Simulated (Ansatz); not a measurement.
## Mn, alpha-Mn (A12): geometry optimisation

Theory: DFT, BLYP, plane waves (420 eV) with PAW, scalar-relativistic in Ansatz. The PAW files were generated under PBE, with cores re-solved for the functional.

k-point mesh 3×3×3, Fermi-Dirac smearing 0.05 eV, starting moments 3.00, -2.50 ×4, 0.60 ×12, -0.60 ×12 μB. Cell and atoms relax.

Starting structure:

```
CELL_PARAMETERS angstrom
-4.40000 4.40000 4.40000
4.40000 -4.40000 4.40000
4.40000 4.40000 -4.40000
ATOMIC_POSITIONS crystal
Mn 0.36600 0.00000 0.00000
Mn 0.60900 0.32300 0.00000
Mn 0.60900 0.00000 0.32300
Mn 0.81100 0.63300 0.00000
Mn 0.81100 0.00000 0.63300
Mn 0.82200 0.18900 0.18900
Mn 0.00000 0.36600 0.00000
Mn 0.32300 0.60900 0.00000
Mn 0.00000 0.60900 0.32300
Mn 0.63300 0.81100 0.00000
Mn 0.00000 0.81100 0.63300
Mn 0.18900 0.82200 0.18900
Mn 0.00000 0.00000 0.36600
Mn 0.00000 0.32300 0.60900
Mn 0.32300 0.00000 0.60900
Mn 0.00000 0.63300 0.81100
Mn 0.63300 0.00000 0.81100
Mn 0.18900 0.18900 0.82200
Mn 0.00000 0.00000 0.00000
Mn 0.63400 0.63400 0.63400
Mn 0.39100 0.39100 0.71400
Mn 0.71400 0.39100 0.39100
Mn 0.39100 0.71400 0.39100
Mn 0.67700 0.67700 0.28600
Mn 0.28600 0.67700 0.67700
Mn 0.67700 0.28600 0.67700
Mn 0.36700 0.36700 0.17800
Mn 0.17800 0.36700 0.36700
Mn 0.36700 0.17800 0.36700
```

Q: The pressure at the start is -4.4 GPa. By how much does the volume change?

A: From 11.75 to 11.51 Å³ per atom, -2.0 %. The final cell has a = 8.740 Å.

Q: How much energy does the relaxation gain?

A: 12.3 meV per atom.

Q: Which magnetic state does it end in?

A: ferrimagnetic, largest moment 3.00 μB in the atomic sphere; moments 3.00, -2.41 ×4, 0.55 ×12, -0.15 ×12 μB.
